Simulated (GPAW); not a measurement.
**Fe: equation of state with PBE**

Crystal: Fe.

```xyz
2
Lattice="2.4342 0.0000 0.0000 -1.2171 2.1080 0.0000 0.0000 0.0000 3.8419" Properties=species:S:1:pos:R:3 pbc="T T T"
Fe    1.2171    0.7027    2.8815
Fe    0.0000    1.4054    0.9605
```

This isn't the form of Fe at room conditions, which is bcc.

- Program: GPAW 26.7.0
- Task: equation of state
- Functional: PBE
- Potentials or basis: GPAW PAW data sets (gpaw-data 1.2.1)
- Cutoff: 600 eV
- Basis: pw
- k mesh: 12 × 12 × 7
- Occupations: fermi-dirac, width 0.05 eV
- Spin: collinear spin, ferromagnetic start
- Starting moments: [3.0, 3.0] μB
- Maxiter: 150
- Eos scales: [0.94, 0.96, 0.98, 1.0, 1.02, 1.04, 1.06]

- Equilibrium volume: 10.32 Å³/atom
- Bulk modulus at fixed shape and positions: 287 GPa
- Pressure derivative of the bulk modulus: 4.6

Energy against volume, from the lowest point:
| volume (Å³/atom) | energy (meV/atom) |
| --- | --- |
| 9.266 | 117.05 |
| 9.463 | 74.14 |
| 9.660 | 42.04 |
| 9.857 | 19.62 |
| 10.054 | 5.91 |
| 10.251 | 0.00 |
| 10.448 | 1.08 |

Wall time 13 min on 1 thread of Arm Neoverse V1, with other jobs on the host, peak memory 0.23 GiB.

Caveat: the cell was scaled at fixed shape and fractional positions, which overstates the stiffness of a crystal with free parameters, most of all of layers and chains.
